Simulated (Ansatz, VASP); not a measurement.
Sn: VASP beside Ansatz

```
Sn
1.0
     0.00000    3.24560    3.24560
     3.24560    0.00000    3.24560
     3.24560    3.24560    0.00000
Sn
2
Cartesian
  3.2456 3.2456 3.2456
  4.8684 4.8684 4.8684
```

Alike in both runs: task single point; functional PBE; k mesh 9 × 9 × 9; occupations fermi-dirac, width 0.03 eV; no spin polarisation.

```csv
,VASP,Ansatz
version,VASP 6.6.1,Ansatz 0.2.0
potentials or method,"VASP PAW PBE potentials, release 64 (Sn_d), cutoff 520 eV","all-electron LAPW, scalar-relativistic"
```

```csv
,VASP,Ansatz,Ansatz less VASP
pressure (GPa),3.1,3.2,+0.10
```

Ansatz ran all-electron here, so the differences hold the error of VASP's frozen core and of both bases.
